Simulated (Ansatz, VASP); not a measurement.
# One calculation of AlPt, two programs

```
Al Pt
1.0
     4.83400    0.00000    0.00000
     0.00000    4.83400    0.00000
     0.00000    0.00000    4.83400
Al Pt
4 4
Direct
  0.84406 0.84406 0.84406
  0.65594 0.15594 0.34406
  0.34406 0.65594 0.15594
  0.15594 0.34406 0.65594
  0.15434 0.15434 0.15434
  0.34566 0.84566 0.65434
  0.65434 0.34566 0.84566
  0.84566 0.65434 0.34566
```

Alike in both runs: functional LDA; k mesh 8 × 8 × 8; occupations gaussian, width 0.1 eV; no spin polarisation.

Ansatz relaxed the structure, and its values are those at the end. VASP's run is a single point on that final structure, the one shown.

|  | VASP | Ansatz |
| --- | --- | --- |
| version | VASP 6.6.1 | Ansatz 0.2.0 |
| potentials or method | VASP PAW LDA potentials, release 64 (Al, Pt) | scalar-relativistic, plane waves, PAW |
| plane-wave cutoff (eV) | 520 | 420 |
| valence electrons in the cell | 52 | 84 |

Ansatz gave:

| Quantity | Value |
| --- | --- |
| gap on the k mesh at the Fermi level (eV) | none |
| pressure (GPa) | 0.0 |
| rms of the force components (eV/Å) | 0.000 |

Task: Which values does VASP return?

Result: gap on the k mesh at the Fermi level (eV): none; pressure (GPa): 0.6; rms of the force components (eV/Å): 0.003.

A gap of «none» marks a metal or a gap that the smearing closes. The two sets of potentials don't hold the same shells in valence.

Spin-orbit coupling is left out, which matters for the levels of Pt.
